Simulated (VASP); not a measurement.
## A VASP 6.6.1 single-point calculation on LiH

INCAR

```
NELM = 120
ISMEAR = -1
ISIF = 2
ENCUT = 520
PREC = Accurate
IBRION = -1
LCHARG = .FALSE.
LREAL = .FALSE.
GGA = PE
EDIFF = 1E-7
SIGMA = 0.02
NSW = 0
NBANDS = 14
LWAVE = .FALSE.
LASPH = .TRUE.
```

KPOINTS

```
KPOINTS created by Atomic Simulation Environment
0
Gamma
8 8 8
0 0 0
```

POSCAR

```
Li H
 1.0000000000000000
     2.5091000000000001    0.0855000000000000   -0.0250000000000000
     0.0855000000000000    2.4590999999999998    0.0516000000000000
    -0.0250000000000000    0.0516000000000000    2.5121000000000002
 Li  H
   1   1
Cartesian
 -0.0094626700000000  0.0687763500000000  2.4743886500000003
  1.2629678700000002  1.3044789900000000  1.2697196400000001
```

The recommended PBE PAW datasets give the neutral cell 4 valence electrons.

Command

```
mpirun -np 1 vasp_std
```

Problem. How does this run end, and what does it give?

Solution. It converged. Results: gap between bands v and c on the k mesh 0.78 eV; least direct gap on the k mesh 3.63 eV; pressure 0.7 GPa. Band v is the last that the valence electrons fill when counted band by band, and c is the next.

OSZICAR

```
N       E                     dE             d eps       ncg     rms          rms(c)
DAV:   1     0.180196132588E+01    0.18020E+01   -0.13210E+03  7398   0.260E+02
DAV:   2    -0.579152275613E+01   -0.75935E+01   -0.75009E+01  9994   0.559E+01
DAV:   3    -0.592839956410E+01   -0.13688E+00   -0.13680E+00  9212   0.606E+00
DAV:   4    -0.592885916920E+01   -0.45961E-03   -0.45960E-03  8612   0.328E-01
DAV:   5    -0.592886057899E+01   -0.14098E-05   -0.14098E-05  9226   0.169E-02    0.283E+00
DAV:   6    -0.573045920475E+01    0.19840E+00   -0.14809E-01  9380   0.784E-01    0.141E+00
DAV:   7    -0.566002237474E+01    0.70437E-01   -0.19302E-01  9830   0.995E-01    0.223E-01
DAV:   8    -0.566126293447E+01   -0.12406E-02   -0.46339E-03  9140   0.307E-01    0.518E-02
DAV:   9    -0.566120025208E+01    0.62682E-04   -0.23001E-04  9940   0.348E-02    0.649E-03
DAV:  10    -0.566120070781E+01   -0.45573E-06   -0.88884E-06  8342   0.150E-02    0.265E-03
DAV:  11    -0.566120075351E+01   -0.45698E-07   -0.13659E-07  9572   0.174E-03
   1 F= -.56612008E+01 E0= -.56612008E+01  d E =-.131004E-10
```

For comparison, a separate PBE run of the intended cell, on usual settings and not on those above, gives a gap of 0.78 eV on its mesh and a pressure of 0.7 GPa.
